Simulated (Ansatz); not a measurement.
TaC under pressure

Level of theory: Ansatz, DFT PBE, scalar-relativistic, plane waves, PAW. Cutoff 420 eV, 16×16×16 k-points (Γ-centred), Fermi-Dirac smearing of 0.15 eV. No spin polarisation. Phonons by linear response, acoustic sum rule imposed.

Relaxed structure:
```cif
data_structure
_symmetry_space_group_name_H-M 'Fm-3m'
_symmetry_Int_Tables_number 225
_cell_length_a 4.4763
_cell_length_b 4.4763
_cell_length_c 4.4763
_cell_angle_alpha 90.000
_cell_angle_beta 90.000
_cell_angle_gamma 90.000
_cell_volume 89.69
loop_
_atom_site_label
_atom_site_type_symbol
_atom_site_symmetry_multiplicity
_atom_site_Wyckoff_symbol
_atom_site_fract_x
_atom_site_fract_y
_atom_site_fract_z
_atom_site_occupancy
Ta1 Ta 4 a 0.00000 0.00000 0.00000 1
C1 C 4 b 0.50000 0.00000 0.00000 1
```

In a metal, frequencies and elastic constants depend on the k mesh and the smearing, soft modes and shear constants most. Spin–orbit coupling is left out, which matters for heavy elements.

Question: The cell is relaxed again at 7 and 18 and 35 GPa. How do volume, gap and optical modes at Γ (cm⁻¹, counted from the lowest optical one; a degenerate one stands once) change?

Answer:
```
          0 GPa  7 GPa  18 GPa  35 GPa
    V/V0  1.000  0.979   0.951   0.914
gap (eV)   0.00   0.00    0.00    0.00
  mode 1    537    560     592     636
```

Cost: 4 runs of about 1.5 core-minutes in all, on Intel Xeon Platinum 8488C (Sapphire Rapids) (shared hosts).